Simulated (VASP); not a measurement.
# Na (Im-3m) in VASP: a series of runs, part 2 of 2

VASP 6.6.1. The steps go on from the part before.

**4. Relaxation of cell and atoms, PBEsol**

INCAR reads:

```
SYSTEM = Na
PREC = Accurate
ENCUT = 600
EDIFF = 1E-6
ISMEAR = 1
SIGMA = 0.1
LREAL = .False.
LASPH = .True.
NELM = 80
ALGO = Normal
ISIF = 3
LWAVE = .False.
LCHARG = .False.
GGA = PS
IBRION = 2
NSW = 90
EDIFFG = -0.01
```

KPOINTS reads:

```
regular mesh
0
Gamma
  14 14 14
  0 0 0
```

POSCAR reads:

```
Na
1.0
   -2.1410000000      2.1410000000      2.1410000000
    2.1410000000     -2.1410000000      2.1410000000
    2.1410000000      2.1410000000     -2.1410000000
Na
1
Direct
    0.0000000000      0.0000000000      0.0000000000
```

Potentials or basis: VASP PAW PBE potentials, release 64 (Na_pv).

Command:

```bash
$ cat potpaw_PBE.64/Na_pv/POTCAR > POTCAR
$ mpirun -np 1 vasp_std > vasp.out
```

OUTCAR:

```text
SYSTEM = Na
   PREC = Accurate
   ENCUT = 600
   EDIFF = 1E-6
   ISMEAR = 1
   LREAL = .False.
   LASPH = .True.
   NELM = 80
   ISIF = 3
   GGA = PS
   IBRION = 2
   NSW = 90
   EDIFFG = -0.01

 ion  position               nearest neighbor table
   1  0.000  0.000  0.000-

  LATTYP: Found a body centered cubic cell.
 ALAT       =     4.2820000000

  Lattice vectors:

 A1 = (  -2.1410000000,   2.1410000000,   2.1410000000)
 A2 = (   2.1410000000,  -2.1410000000,   2.1410000000)
 A3 = (   2.1410000000,   2.1410000000,  -2.1410000000)

Analysis of symmetry for initial positions (statically):
=====================================================================
 Subroutine PRICEL returns:
 Original cell was already a primitive cell.

 Routine SETGRP: Setting up the symmetry group for a
 body centered cubic supercell.

 Subroutine GETGRP returns: Found 48 space group operations
 (whereof 48 operations were pure point group operations)
 out of a pool of 48 trial point group operations.

The static configuration has the point symmetry O_h .

Analysis of symmetry for dynamics (positions and initial velocities):
=====================================================================
 Subroutine PRICEL returns:
 Original cell was already a primitive cell.

 Routine SETGRP: Setting up the symmetry group for a
 body centered cubic supercell.

 Subroutine GETGRP returns: Found 48 space group operations
 (whereof 48 operations were pure point group operations)
 out of a pool of 48 trial point group operations.

The dynamic configuration has the point symmetry O_h .

 Subroutine INISYM returns: Found 48 space group operations
 (whereof 48 operations are pure point group operations),
 and found     1 'primitive' translations

[... 126 lines left out ...]
  energy-cutoff  :      600.00
  volume of cell :       39.26
 maximum number of plane-waves:      1326
 NGX is ok and might be reduce to    30
   NGX = 15   NGY = 15   NGZ = 15

--------------------------------------- Ionic step        1  -------------------------------------------

 number of electron       7.0000007 magnetization

 Free energy of the ion-electron system (eV)
  ---------------------------------------------------
  ext. energy  EPLUGINS =         0.00000000
  ---------------------------------------------------
  free energy    TOTEN  =        -1.39371869 eV

  energy without entropy =       -1.39305079  energy(sigma->0) =       -1.39349606

------------------------ aborting loop because EDIFF is reached ----------------------------------------

  FORCE on cell =-STRESS in cart. coord.  units (eV):
  Direction    XX          YY          ZZ          XY          YZ          ZX
  --------------------------------------------------------------------------------------
  -------------------------------------------------------------------------------------
  Total       -0.1362839     -0.1362839     -0.1362839      0.0000000      0.0000000     -0.0000000
  in kB       -5.5621810     -5.5621810     -5.5621810      0.0000000      0.0000000     -0.0000000
  external PRESSURE =      -5.5621810 kB  Pullay stress =       0.0000000 kB
[... 57 lines left out ...]
--------------------------------------- Ionic step        3  -------------------------------------------

 number of electron       6.9999991 magnetization

 Free energy of the ion-electron system (eV)
  ---------------------------------------------------
  ext. energy  EPLUGINS =         0.00000000
  ---------------------------------------------------
  free energy    TOTEN  =        -1.39928774 eV

  energy without entropy =       -1.39860685  energy(sigma->0) =       -1.39906077

 E-fermi :   0.3372     XC(G=0):  -6.5613

 val. band max:        0.3170832696   @ k =  -0.3571   0.4286   0.1429
 cond. band min:       0.3984114268   @ k =   0.3571   0.0714   0.0714
 fundamental gap:      0.0813281572
 Fermi energy:         0.3371788649

 k-point     1 :       0.0000    0.0000    0.0000
  band No.  band energies     occupation
      1     -24.3973      2.00000
      2     -24.3973      2.00000
      3     -24.3973      2.00000
      4      -2.9555      2.00000
      5      12.2505      0.00000
      6      12.2505      0.00000
      7      12.2505      0.00000
[... 221 lines left out ...]
 k-point    24 :       0.3571    0.2857    0.0000
  band No.  band energies     occupation
      1     -24.4271      2.00000
      2     -24.4211      2.00000
      3     -24.4021      2.00000
      4       2.0928     -0.00000
      5       2.5228      0.00000
      6       3.8353      0.00000
      7       8.5084      0.00000

 [... further k-points ...]

------------------------ aborting loop because EDIFF is reached ----------------------------------------

  FORCE on cell =-STRESS in cart. coord.  units (eV):
  Direction    XX          YY          ZZ          XY          YZ          ZX
  --------------------------------------------------------------------------------------
  -------------------------------------------------------------------------------------
  Total       -0.0053576     -0.0053576     -0.0053576     -0.0000000     -0.0000000      0.0000000
  in kB       -0.2368631     -0.2368631     -0.2368631     -0.0000000     -0.0000000      0.0000000
  external PRESSURE =      -0.2368631 kB  Pullay stress =       0.0000000 kB
[... 16 lines left out ...]
  FREE ENERGIE OF THE ION-ELECTRON SYSTEM (eV)
  ---------------------------------------------------
  free  energy   TOTEN  =        -1.3992877358 eV

  energy  without entropy=       -1.3986068467  energy(sigma->0) =       -1.39906077

 reached required accuracy - stopping structural energy minimisation
```

OSZICAR:

```text
N       E                     dE             d eps       ncg     rms          rms(c)
DAV:   1     0.219226973534E+02    0.21923E+02   -0.40181E+03  1456   0.906E+02
DAV:   2    -0.904678600981E+00   -0.22827E+02   -0.22815E+02  1491   0.143E+02
DAV:   3    -0.139146662721E+01   -0.48679E+00   -0.48678E+00  1890   0.306E+01
[... 18 lines left out ...]
DAV:   3    -0.140168016152E+01    0.33680E-01   -0.58420E-02  1470   0.505E+00    0.150E-01
DAV:   4    -0.139932812446E+01    0.23520E-02   -0.15992E-03  1477   0.975E-01    0.939E-03
DAV:   5    -0.139928963200E+01    0.38492E-04   -0.62484E-05  1638   0.193E-01    0.406E-03
DAV:   6    -0.139928772475E+01    0.19073E-05   -0.81465E-07   833   0.194E-02    0.243E-04
DAV:   7    -0.139928773577E+01   -0.11023E-07   -0.15042E-07   749   0.765E-03
   3 F= -.13992877E+01 E0= -.13990608E+01  d E =-.556904E-02
```

Run time: 48 s. Hardware: 1 thread of Intel Xeon Platinum 8259CL at 2.50GHz (Skylake/Cascade Lake), shared host; peak memory 0.18 GiB.

What came out:

- Free energy: -1.3993 eV
- Relaxed volume: 36.24 Å³/atom
- Relaxed cell: a = 3.611 Å, b = 3.611 Å, c = 3.611 Å, α = 109.47°, β = 109.47°, γ = 109.47°
- Space group after relaxing (to 0.05 Å): Im-3m (No. 229)
- Energy gained by relaxing: 5.6 meV/atom
- Ionic steps: 3
- Pressure after relaxing: 0.0 GPa
- Band gap on the k mesh: none (metal or under the smearing width)

Step by step:
| step | energy change (eV) | largest force (eV/Å) | pressure (GPa) | volume (Å³) |
| --- | --- | --- | --- | --- |
| 1 | 0.0000 | 0.0000 | -0.56 | 39.26 |
| 2 | -0.0023 | 0.0000 | -0.44 | 38.49 |
| 3 | -0.0056 | 0.0000 | -0.02 | 36.24 |

Final structure:
```cif
data_structure
_symmetry_space_group_name_H-M 'P 1'
_symmetry_Int_Tables_number 1
_cell_length_a 3.6108
_cell_length_b 3.6108
_cell_length_c 3.6108
_cell_angle_alpha 109.471
_cell_angle_beta 109.471
_cell_angle_gamma 109.471
_cell_volume 36.24
loop_
_atom_site_label
_atom_site_type_symbol
_atom_site_fract_x
_atom_site_fract_y
_atom_site_fract_z
_atom_site_occupancy
Na1 Na 0.00000 0.00000 0.00000 1
```

Caveat: the PAW data sets were made with another functional, which shifts forces and pressure a little.

**5. Relaxation of cell and atoms, PBEsol**

This run uses another cell than the first one, of 36.24 Å³/atom, 0.923 times its volume.

INCAR: that of step 4 with these lines changed.

```diff
@@ -3,3 +3,3 @@
 ENCUT = 600
-EDIFF = 1E-6
+EDIFF = 1E-7
 ISMEAR = 1
@@ -16,2 +16,2 @@
 NSW = 90
-EDIFFG = -0.01
+EDIFFG = -0.005
```

KPOINTS is that of step 4.

POSCAR reads:

```
Na                                      
1.0
   -2.0846942982      2.0846942982      2.0846942982
    2.0846942982     -2.0846942982      2.0846942982
    2.0846942982      2.0846942982     -2.0846942982
  Na            
     1
Direct
     0.0000000000000000    0.0000000000000000    0.0000000000000000
```

Potentials or basis: VASP PAW PBE potentials, release 64 (Na_pv).

Command:

```bash
$ cat potpaw_PBE.64/Na_pv/POTCAR > POTCAR
$ mpirun -np 1 vasp_std > vasp.out
```

OUTCAR:

```text
SYSTEM = Na
   PREC = Accurate
   ENCUT = 600
   EDIFF = 1E-7
   ISMEAR = 1
   LREAL = .False.
   LASPH = .True.
   NELM = 80
   ISIF = 3
   GGA = PS
   IBRION = 2
   NSW = 90
   EDIFFG = -0.005

 ion  position               nearest neighbor table
   1  0.000  0.000  0.000-

  LATTYP: Found a body centered cubic cell.
 ALAT       =     4.1693885964

  Lattice vectors:

 A1 = (  -2.0846942982,   2.0846942982,   2.0846942982)
 A2 = (   2.0846942982,  -2.0846942982,   2.0846942982)
 A3 = (   2.0846942982,   2.0846942982,  -2.0846942982)

Analysis of symmetry for initial positions (statically):
=====================================================================
 Subroutine PRICEL returns:
 Original cell was already a primitive cell.

 Routine SETGRP: Setting up the symmetry group for a
 body centered cubic supercell.

 Subroutine GETGRP returns: Found 48 space group operations
 (whereof 48 operations were pure point group operations)
 out of a pool of 48 trial point group operations.

The static configuration has the point symmetry O_h .

Analysis of symmetry for dynamics (positions and initial velocities):
=====================================================================
 Subroutine PRICEL returns:
 Original cell was already a primitive cell.

 Routine SETGRP: Setting up the symmetry group for a
 body centered cubic supercell.

 Subroutine GETGRP returns: Found 48 space group operations
 (whereof 48 operations were pure point group operations)
 out of a pool of 48 trial point group operations.

The dynamic configuration has the point symmetry O_h .

 Subroutine INISYM returns: Found 48 space group operations
 (whereof 48 operations are pure point group operations),
 and found     1 'primitive' translations

----------------------------------------------------------------------------------------

                                     Primitive cell

  volume of cell :      36.2399

  direct lattice vectors                    reciprocal lattice vectors
    -2.084694298  2.084694298  2.084694298     0.000000000  0.239843319  0.239843319
     2.084694298 -2.084694298  2.084694298     0.239843319  0.000000000  0.239843319
     2.084694298  2.084694298 -2.084694298     0.239843319  0.239843319  0.000000000

  length of vectors
     3.610796443  3.610796443  3.610796443     0.339189675  0.339189675  0.339189675

  position of ions in fractional coordinates (direct lattice)
     0.000000000  0.000000000  0.000000000

  ion indices of the primitive-cell ions
   primitive index   ion index
                 1           1

----------------------------------------------------------------------------------------

 KPOINTS: regular mesh

Automatic generation of k-mesh.
 Grid dimensions read from file:
 generate k-points for:   14   14   14

 Generating k-lattice:

  Cartesian coordinates                     Fractional coordinates (reciprocal lattice)
     0.000000000  0.017131666  0.017131666     0.071428571  0.000000000  0.000000000
     0.017131666  0.000000000  0.017131666     0.000000000  0.071428571  0.000000000
     0.017131666  0.017131666  0.000000000     0.000000000  0.000000000  0.071428571

  Length of vectors
     0.024227834  0.024227834  0.024227834

  Shift w.r.t. Gamma in fractional coordinates (k-lattice)
     0.000000000  0.000000000  0.000000000

 Subroutine IBZKPT returns following result:
 ===========================================

 Found    104 irreducible k-points:

 Following reciprocal coordinates:
            Coordinates               Weight
  0.000000  0.000000  0.000000      1.000000
  0.071429  0.000000  0.000000     12.000000
  0.142857  0.000000  0.000000     12.000000
  0.214286  0.000000  0.000000     12.000000
  0.285714  0.000000  0.000000     12.000000
  0.357143  0.000000  0.000000     12.000000
[... 16 lines left out ...]
  0.285714  0.285714  0.000000     24.000000
  0.357143  0.285714  0.000000     24.000000
 [... further k-points ...]
   k-points           NKPTS =    104   k-points in BZ     NKDIM =    104   number of bands    NBANDS=      7
   number of dos      NEDOS =    301   number of ions     NIONS =      1
   total plane-waves  NPLWV =  27000
   dimension x,y,z NGX =    30 NGY =   30 NGZ =   30
   dimension x,y,z NGXF=    60 NGYF=   60 NGZF=   60
   ions per type =               1
   NGX,Y,Z   is equivalent  to a cutoff of  13.81, 13.81, 13.81 a.u.
   NGXF,Y,Z  is equivalent  to a cutoff of  27.62, 27.62, 27.62 a.u.
 SYSTEM =  Na
   PREC   = accura    normal or accurate (medium, high low for compatibility)
   ISTART =      0    job   : 0-new  1-cont  2-samecut
   ICHARG =      2    charge: 1-file 2-atom 10-const
   ISPIN  =      1    spin polarized calculation?
   LNONCOLLINEAR =      F non collinear calculations
   LSORBIT =      F    spin-orbit coupling
   LASPH  =      T    aspherical Exc in radial PAW
   ENCUT  =  600.0 eV  44.10 Ry    6.64 a.u.   7.21  7.21  7.21*2*pi/ulx,y,z
   NELM   =     80;   NELMIN=  2; NELMDL= -5     # of ELM steps
   EDIFF  = 0.1E-06   stopping-criterion for ELM
   LREAL  =      F    real-space projection
   EDIFFG = -.5E-02   stopping-criterion for IOM
   NSW    =     90    number of steps for IOM
   IBRION =      2    ionic relax: 0-MD 1-quasi-New 2-CG
   NFREE  =      1    steps in history (QN), initial steepest desc. (CG)
   ISIF   =      3    stress and relaxation
   ISYM   =      2    0-nonsym 1-usesym 2-fastsym
   POTIM  = 0.5000    time-step for ionic-motion
   TEBEG  =    0.0;   TEEND  =   0.0 temperature during run
   PSTRESS=    0.0 pullay stress
   NELECT =       7.0000    total number of electrons
   NUPDOWN=      -1.0000    fix difference up-down
   EMIN   =  10.00;   EMAX   =-10.00  energy-range for DOS
   EFERMI =   0.00;   METHOD = LEGACY
   ISMEAR =     1;   SIGMA  =   0.10  broadening in eV -4-tet -1-fermi 0-gaus
   EFERMI_NEDOS =   21; number of points for ismear=-14 and -15
   IALGO  =     38    algorithm
   IMIX   =      4    mixing-type and parameters
     AMIX     =   0.40;   BMIX     =  1.00
     AMIX_MAG =   1.60;   BMIX_MAG =  1.00
  volume/ion in A,a.u.               =      36.24       244.56
  Fermi-wavevector in a.u.,A,eV,Ry     =   0.946336  1.788315 12.184710  0.895551
  Thomas-Fermi vector in A             =   2.074323
   LORBIT       =      0    0 simple, 1 ext, 2 COOP (PROOUT), +10 PAW based schemes
   GGA     = PS    functional components
   LHFCALC =     F    Hartree Fock is set to
   AEXX    =    0.0000 exact exchange contribution
   IVDW    =     0    specifies the selected vdW correction
   LEPSILON=     F    determine dielectric tensor
   LRPA    =     F    only Hartree local field effects (RPA)
 conjugate gradient relaxation of ions
 non-spin polarized calculation
 Methfessel and Paxton  Order N= 1 SIGMA  =   0.10
  energy-cutoff  :      600.00
  volume of cell :       36.24
 maximum number of plane-waves:      1264
 NGX is ok and might be reduce to    30
   NGX = 15   NGY = 15   NGZ = 15

 number of electron       6.9999991 magnetization

 Free energy of the ion-electron system (eV)
  ---------------------------------------------------
  ext. energy  EPLUGINS =         0.00000000
  ---------------------------------------------------
  free energy    TOTEN  =        -1.39894099 eV

  energy without entropy =       -1.39826009  energy(sigma->0) =       -1.39871402

 E-fermi :   0.3373     XC(G=0):  -6.5612

 val. band max:        0.3171758813   @ k =  -0.3571   0.4286   0.1429
 cond. band min:       0.3985004247   @ k =   0.3571   0.0714   0.0714
 fundamental gap:      0.0813245434
 Fermi energy:         0.3372699599

 k-point     1 :       0.0000    0.0000    0.0000
  band No.  band energies     occupation
      1     -24.3970      2.00000
      2     -24.3970      2.00000
      3     -24.3970      2.00000
      4      -2.9554      2.00000
      5      12.2506      0.00000
      6      12.2506      0.00000
      7      12.2506      0.00000
[... 221 lines left out ...]
 k-point    24 :       0.3571    0.2857    0.0000
  band No.  band energies     occupation
      1     -24.4268      2.00000
      2     -24.4208      2.00000
      3     -24.4018      2.00000
      4       2.0928     -0.00000
      5       2.5229      0.00000
      6       3.8354      0.00000
      7       8.5085      0.00000

 [... further k-points ...]
[... 5 lines left out ...]
  --------------------------------------------------------------------------------------
  -------------------------------------------------------------------------------------
  Total       -0.0008472     -0.0008472     -0.0008472     -0.0000000     -0.0000000      0.0000000
  in kB       -0.0374542     -0.0374542     -0.0374542     -0.0000000     -0.0000000      0.0000000
  external PRESSURE =      -0.0374542 kB  Pullay stress =       0.0000000 kB

 VOLUME and BASIS-vectors are now :
 -----------------------------------------------------------------------------
  energy-cutoff  :      600.00
  volume of cell :       36.24
      direct lattice vectors                 reciprocal lattice vectors
    -2.084694298  2.084694298  2.084694298     0.000000000  0.239843319  0.239843319
     2.084694298 -2.084694298  2.084694298     0.239843319  0.000000000  0.239843319
     2.084694298  2.084694298 -2.084694298     0.239843319  0.239843319  0.000000000

 POSITION                                       TOTAL-FORCE (eV/Angst)
 -----------------------------------------------------------------------------------
      0.00000      0.00000      0.00000        -0.000000      0.000000     -0.000000
 -----------------------------------------------------------------------------------
    total drift:                                0.000000     -0.000000      0.000000

  FREE ENERGIE OF THE ION-ELECTRON SYSTEM (eV)
  ---------------------------------------------------
  free  energy   TOTEN  =        -1.3989409862 eV

  energy  without entropy=       -1.3982600867  energy(sigma->0) =       -1.39871402

 reached required accuracy - stopping structural energy minimisation
```

CONTCAR:

```text
Na
   1.00000000000000
    -2.0846942982000001    2.0846942982000001    2.0846942982000001
     2.0846942982000001   -2.0846942982000001    2.0846942982000001
     2.0846942982000001    2.0846942982000001   -2.0846942982000001
  Na
     1
Direct
     0.0000000000000000    0.0000000000000000    0.0000000000000000

  0.00000000E+00  0.00000000E+00  0.00000000E+00
```

It took 27 s on 1 thread of Intel Xeon Platinum 8259CL at 2.50GHz (Skylake/Cascade Lake), shared host; peak memory 0.17 GiB.

Results:

```
Free energy             : -1.3989 eV
Pressure after relaxing : 0.0 GPa
Band gap on the k mesh  : none (metal or under the smearing width)
```

Final structure:
```
Na
1.0
    -2.08469    2.08469    2.08469
     2.08469   -2.08469    2.08469
     2.08469    2.08469   -2.08469
Na
1
Cartesian
  0.0000 0.0000 0.0000
```

Caveat: the relaxation stopped at its first step, so nothing moved; the PAW data sets were made with another functional, which shifts forces and pressure a little.
